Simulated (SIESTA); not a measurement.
# GaN in SIESTA: the effect of functional

The system is GaN.

```
Ga N
1.0
     3.18000    0.00000    0.00000
    -1.59000    2.75396    0.00000
     0.00000    0.00000    5.16600
Ga N
2 2
Direct
  0.66667 0.33333 0.50000
  0.33333 0.66667 0.00000
  0.66667 0.33333 0.87500
  0.33333 0.66667 0.37500
```

Alike in all runs:

* Program: SIESTA 5.4.2
* Task: band structure
* Basis: DZP (energy shift 0.003 Ry; two zetas on semicore shells)
* Grid cutoff: 800 Ry
* Energy shift: 0.003 Ry
* k mesh: 10 × 10 × 5
* Occupations: fermi-dirac, width 0.05 eV
* Spin: no spin polarisation

| functional | potentials or basis | gap on the mesh (eV) | pressure (GPa) |
| --- | --- | --- | --- |
| LDA | PseudoDojo 0.4 standard (LDA files) | 2.10 | -1.9 |
| PBEsol | PseudoDojo 0.4 standard (PBEsol files) | 2.02 | 3.8 |
| AM05 | PseudoDojo 0.4 standard (PBEsol files) | 2.06 | 3.6 |
| WC | PseudoDojo 0.4 standard (PBEsol files) | 2.01 | 4.2 |
| PBE | PseudoDojo 0.4 standard (PBE files) | 2.06 | 10.0 |
| PW91 | PseudoDojo 0.4 standard (PBE files) | 2.05 | 9.7 |
| revPBE | PseudoDojo 0.4 standard (PBE files) | 2.14 | 13.1 |
| RPBE | PseudoDojo 0.4 standard (PBE files) | ? | ? |
| BLYP | PseudoDojo 0.4 standard (PBE files) | 2.12 | 15.8 |

Q: What does the run with functional RPBE give?

A: gap on the mesh 2.16 eV; pressure 14.1 GPa.

Caveats: the basis of atomic orbitals isn't converged, which shifts pressures, moduli and gaps; the potentials were made for another functional, which shifts forces and pressure (some runs).

